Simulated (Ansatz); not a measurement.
# How many bands does the GW gap of SiO2 (Stishovite) need?, part 2 of 2

How do accuracy and time trade against each other in G0W0 on SiO2 (Stishovite)?

Ansatz 0.2.0; G0W0 on PBE, plane waves, PAW. Known limits of the many-body steps: not at the basis limit; coarse k mesh.

So far. Step 4 (368 empty bands, screening to 230 eV): Against the run with 4×4×6 mesh, 171 empty bands, screening to 138 eV, the gap moves by +0.12 eV. Step 5 (Changing the k mesh: 4×4×4 mesh, 171 empty bands …): Against the run with 4×4×6 mesh, 171 empty bands, screening to 138 eV, the gap moves by −0.006 eV.

## (6) Changing the frequency model: 4×4×6 mesh, 368 empty bands, screening to 230 eV, plasmon pole

A plasmon pole stands in for the full frequency dependence of the screening; this run shows what that costs in accuracy. Bands and cutoff differ from the step before, so it is read against an earlier run that matches them.

The input, input.yaml:

```yaml
crystal:
  lattice:
    - [4.1773, 0.0, 0.0]
    - [0.0, 4.1773, 0.0]
    - [0.0, 0.0, 2.6652]
  atoms:
    - { symbol: Si, position: [0.0, 0.0, 0.0] }
    - { symbol: Si, position: [0.5, 0.5, 0.5] }
    - { symbol: O, position: [0.3059, 0.3059, 0.0] }
    - { symbol: O, position: [0.1941, 0.8059, 0.5] }
    - { symbol: O, position: [0.6941, 0.6941, 0.0] }
    - { symbol: O, position: [0.8059, 0.1941, 0.5] }
kpoints:
  mp_grid: { grid: [4, 4, 6] }
hamiltonian:
  xc: pbe
scf:
  occupations: { method: fixed }
gw:
  n_empty_bands: 368
  ecut_chi: 230.0
  qp_bands: [v2, c2]
  qp_kpoints: band_edges
  screening: { model: godby_needs }
```

Launch:

```sh
$ ansatz run input.yaml --threads 3 --pin off --max-ram 92160MiB --backend cuda --events-out ev --progress --plain --runs-dir out --devices 1 --max-vram 13GiB
```

Numbers of over 12 decimals in the logs are rounded to 6 here.

Output:

```text
GPUs: using 1 of 1 available (devices: 1).
[...]
GPU FFT provider: cuFFT
GPU libraries: cuBLAS 13.8.2, cuFFT 12.4.0, cuSOLVER 12.3.4
Crystal: 6 atoms, lattice volume = 46.507 Å³
Basis set: ecut = 420 eV, 913 PW (Γ)
Bands: 22, of which v1, the nominal top of the filled ones, is band 16 counted from 1 (15 counted from 0)
Symmetry: 16 space group operations
[...]
k-points: 24 of 96
[...]
1    18     19.1473    -9.3134    -4.8693   -15.6869  0.8534    20.6594    20.6515  root
[...]
23    15      9.0545   -27.4394     4.7964   -21.0266  0.8130     7.4250     7.4380  root
    23    16      9.0545   -27.4394     4.7964   -21.0266  0.8130     7.4250     7.4380  root
    23    17     17.8307   -11.7729    -4.6937   -18.0596  0.8510    19.4318    19.4237  root
    23    18     17.8307   -11.7729    -4.6937   -18.0596  0.8510    19.4318    19.4237  root
[key lines of the parts left out:]
SCF converged after 6 iterations
Free energy (F): -3546.960825 eV
Fermi energy:    10.614220 eV
```

Elapsed: 21 s, on 1 × NVIDIA H100 80GB HBM3 (shared by 6 runs) with 3 threads of AMD EPYC 7R13 (Zen 3), shared host; peak memory 2 GiB; 18 s of CPU time.

This step gave:

```yaml
bands_summed: 384
plasmon_pole_fit_frequency: 30.80 eV
rpa_eps_infinity_on_this_mesh_eigenvalues: 3.218, 3.218, 3.383
plane_waves_in_the_screening_matrix: 351
g0w0_gap_on_the_mesh: 8.560 eV
k_of_the_valence_top: 0, 0, 0
k_of_the_conduction_bottom: 0, 0, 0
starting_gap_on_the_mesh: 5.638 eV
least_direct_g0w0_gap_on_the_computed_points: 8.560 eV
```

Against the run with 4×4×6 mesh, 368 empty bands, screening to 230 eV, the gap moves by −0.05 eV.

## (7) Changing the files and raising the bands: 4×4×6 mesh, 546 empty bands, screening to 299 eV, hard PAW files

Other atomic data (hard PAW) test the pseudisation: the cutoff goes from 420 to 930 eV, with the same valence electrons. Bands and screening cutoff change too, so the step is no clean test of the files.

input.yaml, as its differences from that of step 6:

```diff
@@ -16,2 +16,3 @@
   xc: pbe
+  pseudopotentials: { kind: paw, source: ansatz }
 scf:
@@ -19,6 +20,6 @@
 gw:
-  n_empty_bands: 368
-  ecut_chi: 230.0
+  n_empty_bands: 546
+  ecut_chi: 299.0
   qp_bands: [v2, c2]
   qp_kpoints: band_edges
-  screening: { model: godby_needs }
+  screening: { model: contour_deformation }
```

Output:

```text
GPUs: using 1 of 1 available (devices: 1).
[...]
GPU FFT provider: cuFFT
GPU libraries: cuBLAS 13.8.2, cuFFT 12.4.0, cuSOLVER 12.3.4
Crystal: 6 atoms, lattice volume = 46.507 Å³
Basis set: ecut = 930 eV, 3025 PW (Γ)
Bands: 22, of which v1, the nominal top of the filled ones, is band 16 counted from 1 (15 counted from 0)
Symmetry: 16 space group operations
[...]
k-points: 24 of 96
[...]
1    18     19.1258    -9.1954    -5.0607   -15.6549  0.8480    20.5340    20.5246  root
[...]
23    15      9.0381   -27.4371     4.5030   -21.0230  0.8042     7.1022     7.1272  root
    23    16      9.0381   -27.4371     4.5030   -21.0230  0.8042     7.1022     7.1272  root
    23    17     17.7897   -11.7871    -4.8701   -18.0815  0.8468    19.2227    19.2139  root
    23    18     17.7897   -11.7871    -4.8701   -18.0815  0.8468    19.2227    19.2139  root
[key lines of the parts left out:]
SCF converged after 7 iterations
Free energy (F): -3546.791866 eV
Fermi energy:    10.596369 eV
```

Wall time 31 s (1 × NVIDIA H100 80GB HBM3 (shared by 6 runs) with 3 threads); peak memory 2.9 GiB; 49 s of CPU time.

Numbers from this step:

| Item | Value |
| --- | --- |
| bands summed | 562 |
| RPA ε∞ on this mesh (eigenvalues) | 3.212, 3.212, 3.376 |
| plane waves in the screening matrix | 523 |
| G0W0 gap on the mesh | 8.723 eV |
| k of the valence top | 0, 0, 0 |
| k of the conduction bottom | 0, 0, 0 |
| starting gap on the mesh | 5.627 eV |
| least direct G0W0 gap on the computed points | 8.723 eV |

Against the run with 4×4×6 mesh, 368 empty bands, screening to 230 eV, the gap moves by +0.11 eV.

## (8) The runs together

Times are wall times on 1 × NVIDIA H100 80GB HBM3 (shared by 6 runs) with 3 threads of AMD EPYC 7R13 (Zen 3), shared host, good to a factor of about two.

| mesh | files | frequency | bands summed | cutoff (eV) | start (eV) | G0W0 (eV) | time | host memory (GiB) |
| --- | --- | --- | --- | --- | --- | --- | --- | --- |
| 4×4×6 | default PAW | contour deformation | 76 | 69 | 5.638 | 8.301 | 12 s | 0.99 |
| 4×4×6 | default PAW | contour deformation | 187 | 138 | 5.638 | 8.491 | 12 s | 1.2 |
| 4×4×6 | default PAW | contour deformation | 384 | 230 | 5.638 | 8.612 | 19 s | 1.7 |
| 4×4×4 | default PAW | contour deformation | 187 | 138 | 5.636 | 8.484 | 8.9 s | 1.1 |
| 4×4×6 | default PAW | plasmon pole | 384 | 230 | 5.638 | 8.560 | 21 s | 2.0 |
| 4×4×6 | hard PAW | contour deformation | 562 | 299 | 5.627 | 8.723 | 31 s | 2.9 |

The parts of the quasiparticle energy at the two band edges (eV; QP = start + Σx + Σc − Vxc):

| run | edge | start | Σx | Σc | Vxc | Z | QP |
| --- | --- | --- | --- | --- | --- | --- | --- |
| 76 bands | valence top | 10.61 | -28.27 | 5.13 | -22.27 | 0.82 | 9.75 |
| 76 bands | conduction bottom | 16.25 | -13.82 | -4.19 | -19.81 | 0.85 | 18.06 |
| 187 bands | valence top | 10.61 | -28.27 | 4.75 | -22.27 | 0.81 | 9.37 |
| 187 bands | conduction bottom | 16.25 | -13.82 | -4.38 | -19.81 | 0.85 | 17.87 |
| 384 bands | valence top | 10.61 | -28.27 | 4.46 | -22.27 | 0.81 | 9.08 |
| 384 bands | conduction bottom | 16.25 | -13.82 | -4.56 | -19.81 | 0.84 | 17.69 |

## (9) Results

| Property | Result |
| --- | --- |
| 76 bands, 69 eV | 8.301 eV |
| 187 bands, 138 eV | 8.491 eV |
| 384 bands, 230 eV | 8.612 eV |
| estimated limit in bands and cutoff | 8.73 eV |
| mesh and start | 4×4×6, PBE |

A line in one over the bands through the two highest rungs gives 8.73 eV, +0.12 eV from the top rung; the pair below gives 8.62 eV, so the estimate is still climbing. The rungs stand 0.43 eV (76 bands), 0.24 eV (187 bands) and 0.12 eV (384 bands) from it. From 76 to 384 bands the gap moves by +0.31 eV. Σc changes by −0.67 eV at the valence top and −0.36 eV at the conduction bottom, so both edges matter. On the 4×4×4 mesh in place of 4×4×6 the gap differs by −0.01 eV, of which −0.001 eV is already in the start. The plasmon-pole model gives −0.05 eV against contour deformation, 2 % of the correction, and saved no time in this program. With hard PAW files and 562 bands the gap is 8.72 eV; the line for the default PAW files gives 8.65 eV at that count, a difference of +0.07 eV that holds the line's own error too. The 4×4×6 mesh is coarse for this cell (its supercell is 16 Å along the shortest edge). The RPA ε∞ on it, from the PBE start, is 3.22 and 3.38; such meshes misread the long-range screening, most where the gap is narrow.

[Paths, hosts, dates, memory and timing lines, banners, echoed tables and standing remarks are left out of the program output.]

[Logs are printed without paths, hosts, clocks, repeated set-up lines and the standing remarks that a program may print on its own settings, such as how far it seeks lower states.]

[Runs of the session that timed out or met a known fault of the program may be left out.]

[Cells called generated may have been cut or substituted from an entry of the Crystallography Open Database or the Materials Project.]

[Hosts, paths, dates, database ids (printed as entryN), source tags and the programs' standing remarks are cut or masked in the printed files.]
